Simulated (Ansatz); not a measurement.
Crystal: ZnS.

```
CELL_PARAMETERS angstrom
0.00000 2.70200 2.70200
2.70200 0.00000 2.70200
2.70200 2.70200 0.00000
ATOMIC_POSITIONS crystal
Zn 0.75000 0.75000 0.75000
S 0.00000 0.00000 0.00000
```

Base run:

```yaml
Program: Ansatz 0.2.0
Functional: r2SCANh
Potentials_or_basis: Ansatz PAW
Cutoff: "500 eV (not typed: the program's choice for these potentials)"
k_mesh: 5 × 5 × 5
Occupations: fermi-dirac, width 0.05 eV
Spin: no spin polarisation
```

Its results: band gap on the k mesh 3.34 eV, direct; pressure -0.5 GPa.

After a change of settings the same cell gave: band gap on the k mesh 4.02 eV, direct; pressure 0.7 GPa. Which change was it?
A. functional from r2SCANh to PBE0; cutoff from 500 eV (not typed: the program's choice for these potentials) to 420 eV (not typed: the program's choice for these potentials)
B. functional from r2SCANh to B3LYP; cutoff from 500 eV (not typed: the program's choice for these potentials) to 420 eV (not typed: the program's choice for these potentials)
C. functional from r2SCANh to r2SCAN; k mesh from 5 × 5 × 5 to 9 × 9 × 9
D. functional from r2SCANh to HSE06; cutoff from 500 eV (not typed: the program's choice for these potentials) to 420 eV (not typed: the program's choice for these potentials)

A.

Caveats: the PAW data sets come from PBE, with cores solved anew for the run's functional, which leaves a small shift of forces and pressure; the thresholds are loose for stress.

Runs at the PBE level aren't shown here.
